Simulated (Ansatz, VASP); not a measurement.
## One calculation of PbS (Galena), two programs

```
CELL_PARAMETERS angstrom
0.00000 2.96575 2.96575
2.96575 0.00000 2.96575
2.96575 2.96575 0.00000
ATOMIC_POSITIONS crystal
Pb 0.00000 0.00000 0.00000
S 0.50000 0.50000 0.50000
```

Alike in both runs: functional PBEsol; k mesh 8 × 8 × 8; occupations gaussian, width 0.05 eV; no spin polarisation.

|  | VASP | Ansatz |
| --- | --- | --- |
| version | VASP 6.6.1 | Ansatz 0.2.0 |
| potentials or method | VASP PAW PBE potentials, release 64 (Pb_d, S), cutoff 520 eV | all-electron LAPW, scalar-relativistic |
| task | single point | band structure |

|  | VASP | Ansatz | Ansatz less VASP |
| --- | --- | --- | --- |
| gap on the k mesh at the Fermi level (eV) | 0.25 | 0.25 | -0.008 |
| least direct gap on the mesh (eV) | 0.25 | 0.25 | -0.008 |
| pressure (GPa) | -0.9 | -0.8 | +0.06 |

Ansatz ran all-electron here, so the differences hold the error of VASP's frozen core and of both bases.

Caveats: spin-orbit coupling is left out, which as a rule narrows the gap of such compounds by several tenths of an eV; the PAW data sets were made with another functional, which shifts forces and pressure a little (VASP).
